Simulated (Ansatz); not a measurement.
# A free layer of ZrS2

One table from this session's results is given with a row withheld; the runs are named, their logs left out.

Computed with Ansatz 0.2.0 (DFT PBE+D3(BJ), scalar-relativistic, plane waves, PAW, unless a step's input says otherwise).

3 further runs of the same task are left out: 3 set aside as unsound or not needed.

**The structure to begin with**

The structure is trigonal, space group P-3m1 (No. 164). Conventional cell: a = 3.649 Å, b = 3.649 Å, c = 31.842 Å, α = 90.00°, β = 90.00°, γ = 120.00°. S (site symmetry 3m) is surrounded by 3 Zr at 2.56 Å. Around Zr (site symmetry -3m) lie 6 S at 2.56 Å.

Structure file:

```cif
data_structure
_symmetry_space_group_name_H-M 'P 1'
_symmetry_Int_Tables_number 1
_cell_length_a 3.6486
_cell_length_b 3.6486
_cell_length_c 31.8415
_cell_angle_alpha 90.000
_cell_angle_beta 90.000
_cell_angle_gamma 120.000
_cell_volume 367.09
loop_
_atom_site_label
_atom_site_type_symbol
_atom_site_fract_x
_atom_site_fract_y
_atom_site_fract_z
_atom_site_occupancy
S1 S 0.66667 0.33333 0.45419 1
Zr1 Zr 0.00000 0.00000 0.50000 1
S2 S 0.33333 0.66667 0.54581 1
```

This is the layer as relaxed in an earlier run (-5993.3742 eV a cell), gap on the mesh 1.13 eV, ionisation potential 6.40 eV, electron affinity 5.28 eV.

Set-up of the first run:

Along c the cell is not periodic, so the sheet has no images above or below.

Contents of input.yaml:

```yaml
crystal:
  lattice:
    - [3.6485682298, 0.0, 0.0]
    - [-1.8242841149, 3.1597527745, 0.0]
    - [0.0, 0.0, 31.8415096473]
  atoms:
    - { symbol: S, position: [0.6666666667, 0.3333333333, 0.4541937806] }
    - { symbol: Zr, position: [0.0, 0.0, 0.5] }
    - { symbol: S, position: [0.3333333333, 0.6666666667, 0.5458062194] }
  periodic: [true, true, false]
basis:
  ecutwfc: 420
kpoints:
  mp_grid: { grid: [9, 9, 1] }
  band_path:
    path:
      - [0, 0, 0]
      - [0.5, 0, 0]
      - [0.333333333333, 0.333333333333, 0]
      - [0, 0, 0]
    npoints: 16
hamiltonian:
  xc: pbe
  dispersion: d3bj
scf:
  occupations: { method: gaussian, width: 0.02 }
output:
  forces: true
  stress: true
  eigenvalues: true
  populations: true
  dos: { projected: true, de: 0.02, nscf_kmesh: { grid: [18, 18, 1] } }
  bader: true
```

Among the steps run: Electronic structure of the layer; +2 % Biaxial strain; -2 % Biaxial strain; Biaxial strain: +4 %; -4 % Biaxial strain; Biaxial strain: +7 %.

One table of the session follows, with a row left open; its other results are not shown here.

| strain (%) | energy (meV/cell) | thickness (Å) |
| --- | --- | --- |
| -4 | 116.7 | 3.049 |
| -2 | 27.9 | 2.984 |
| 0 | 0.0 | 2.917 |
| +2 | ? | ? |
| +4 | 98.3 | 2.776 |
| +7 | 282.9 | 2.666 |

Estimate the missing values for strain (%) = +2.

Worked estimate for «energy (meV/cell)». A straight line through the neighbours (0, 0.0) and (4, 98.3) gives 0.0 + (98.3 − 0.0) × (2 − 0) / (4 − 0) = 49.1; a parabola fitted to 4 rows on both sides gives 26.8.

**Answer.** energy (meV/cell): 25.6; thickness (Å): 2.848. In «energy (meV/cell)» the line misses by +23.5 and the parabola by +1.2.

Limits of these values: A small gap on a finite set of k points may hide a crossing between them. Warnings in the runs' records: stress scf threshold loose.
